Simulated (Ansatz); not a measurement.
The system is RbBr.

```
Rb Br
1.0
     4.12608    0.00000    0.00000
     0.00000    4.12608    0.00000
     0.00000    0.00000    4.12608
Rb Br
1 1
Direct
  0.00000 0.00000 0.00000
  0.50000 0.50000 0.50000
```

The cell comes from a database or a generator and needn't be the stable form of this composition.

Base run:

* Program: Ansatz 0.2.0
* Functional: HSE06 form with a typed share of exact exchange
* Potentials or basis: Ansatz PAW
* Cutoff: 420 eV (not typed: the program's choice for these potentials)
* k mesh: 4 × 4 × 4
* Occupations: fermi-dirac, width 0.05 eV
* Spin: no spin polarisation

Its results: band gap on the k mesh 4.32 eV, indirect (least direct gap 4.47 eV); pressure 0.8 GPa.

Task: The run is repeated on the same cell with these changes: share of exact exchange from 0.05 to 0.2. What comes out?

Result: Band gap on the k mesh 5.04 eV, indirect (least direct gap 5.20 eV); pressure 0.5 GPa.

Caveats: the PAW data sets come from PBE, with cores solved anew for the run's functional, which leaves a small shift of forces and pressure; the thresholds are loose for stress.

A k mesh can miss the band edges.
